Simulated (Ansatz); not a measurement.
Runs of Ansatz 0.2.0 on C. The cell holds a slab with vacuum, 4 atoms: a = 2.456 Å, b = 2.456 Å, c = 23.524 Å, α = 90.00°, β = 90.00°, γ = 120.00°. The slab is cut from a database's or a generator's crystal, which needn't be the stable form of the element.

```csv
task,level,cell,cutoff (eV),basis error allowed,gap on the mesh (eV),work function (eV)
projected density of states,PBE,"the (0 0 1) slab of C, cut from the database cell, not relaxed",482,0.002 eV/atom,-,4.21
single point,PBEsol,as given,483,0.002 eV/atom,none,(a)
single point,LDA,as given,486,0.002 eV/atom,none,4.52
single point,PBE,"the (0 0 1) slab of C, cut from the database cell, not relaxed",528,0.001 eV/atom,none,4.21
```

Alike in all rows: potentials or basis all-electron LAPW, scalar-relativistic; no spin polarisation; k mesh 12 × 12 × 1; smearing fermi-dirac 0.05 eV.

**Question.** Estimate the missing entries.

**Answer.** (a) 4.30.

A k mesh can miss the band edges.

A gap of «none» marks a metal or a gap under the smearing width.

Not every run made on this cell is shown here.
